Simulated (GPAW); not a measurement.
A calculation with GPAW 26.7.0 of Ca (cli, structure from a P1 CIF):

File Ca.cif:

```cif
data_Ca
_cell_length_a 3.98000000
_cell_length_b 3.98000000
_cell_length_c 6.52000000
_cell_angle_alpha 90.00000000
_cell_angle_beta 90.00000000
_cell_angle_gamma 120.00000000
_space_group_name_H-M_alt 'P1'
_space_group_name_Hall 'P 1'
_space_group_IT_number 1
loop_
_space_group_symop_operation_xyz
'x,y,z'
loop_
_atom_site_label
_atom_site_type_symbol
_atom_site_symmetry_multiplicity
_atom_site_Wyckoff_symbol
_atom_site_fract_x
_atom_site_fract_y
_atom_site_fract_z
_atom_site_occupancy
Ca1 Ca 1 a 0.6666666667 0.3333333333 0.7500000000 1
Ca2 Ca 1 a 0.3333333333 0.6666666667 0.2500000000 1
```

Potentials or basis: GPAW PAW data sets (gpaw-data 1.2.1), pw.

The run is started by

```bash
$ OMP_NUM_THREADS=1 gpaw run Ca.cif -p 'mode=PW(600),xc=PBE,kpts={size:(8,8,4),gamma:True},occupations={name:fermi-dirac,width:0.05},nbands=19,convergence={density:1e-05,energy:1e-05},maxiter=150,txt=gpaw.txt' --properties efs -w gs.gpw
```

This isn't the form of Ca at room conditions, which is fcc.

Q: Write the same calculation in another form: ASE script, structure typed inline.

A: As run:

Contents of run.py:

```python
from ase import Atoms
from ase.dft.bandgap import bandgap
from ase.io import write
from ase.units import Bohr, GPa
from gpaw import GPAW, PW
from gpaw.elf import elf_from_dft_calculation

atoms = Atoms(['Ca', 'Ca'],
              cell=[[3.98, 0.0, 0.0],
                    [-1.99, 3.4467811071, 0.0],
                    [0.0, 0.0, 6.52]],
              scaled_positions=[[0.6666666667, 0.3333333333, 0.75],
                                [0.3333333333, 0.6666666667, 0.25]],
              pbc=True)

calc = GPAW(mode=PW(600),
            xc='PBE',
            kpts={'size': (8, 8, 4), 'gamma': True},
            occupations={'name': 'fermi-dirac', 'width': 0.05},
            nbands=19,
            convergence={'density': 1e-05, 'energy': 1e-05},
            maxiter=150,
            txt='gpaw.txt')
atoms.calc = calc
energy = atoms.get_potential_energy()
forces = atoms.get_forces()
stress = atoms.get_stress()
calc.write('gs.gpw')
write('result.traj', atoms)
print(f'Energy: {energy:.6f} eV')
print('Forces (eV/A):')
print(forces.round(4))
print('Stress (GPa):', (stress / GPa).round(3))
print('Fermi level:', round(calc.get_fermi_level(), 4), 'eV')
print(f'Gap: {bandgap(calc)[0]:.4f} eV, direct: {bandgap(calc, direct=True)[0]:.4f} eV')

# fields on the real-space grid
write('density.cube', atoms, data=calc.get_pseudo_density() * Bohr**3)
write('potential.cube', atoms, data=calc.get_electrostatic_potential())
write('elf.cube', atoms, data=elf_from_dft_calculation(calc).data)
```

Potentials or basis: GPAW PAW data sets (gpaw-data 1.2.1), pw.

Run with:

```sh
$ OMP_NUM_THREADS=1 python run.py
```

Both were run:

|  | cli, structure from a P1 CIF | ASE script, structure typed inline |
| --- | --- | --- |
| Pressure | -0.8 GPa | -0.8 GPa |
| Band gap on the k mesh | none (metal or under the smearing width) | none (metal or under the smearing width) |

Keys that steer only the numerical path or the files written may differ.

Caveat: the cell was measured hot, at 723 K.
